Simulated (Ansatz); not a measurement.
The system is InAs.

```
In As
1.0
     0.00000    3.01800    3.01800
     3.01800    0.00000    3.01800
     3.01800    3.01800    0.00000
In As
1 1
Direct
  0.00000 0.00000 0.00000
  0.75000 0.75000 0.75000
```

Base run:

- Program: Ansatz 0.2.0
- Functional: PBE
- Potentials or basis: Ansatz PAW
- Cutoff: 420 eV
- Density cutoff: 1680 eV
- k mesh: 6 × 6 × 6
- Occupations: fermi-dirac, width 0.05 eV
- Spin: spin-orbit coupling, no magnetisation

Its results: band gap on the k mesh none (metal or under the smearing width); pressure 4.3 GPa.

**Question.** The run is repeated on the same cell with these changes: functional from PBE to LDA. What comes out?

**Answer.** Band gap on the k mesh none (metal or under the smearing width); pressure -0.3 GPa.

LDA binds more tightly than PBE, so the same cell stands under less pressure.

Caveats: this crystal is a semiconductor, whose small gap the functional closes, so the metal is an error of the method; the PAW data sets come from PBE, with cores solved anew for the run's functional, which leaves a small shift of forces and pressure (some runs).

Not every run made on this cell is shown here.
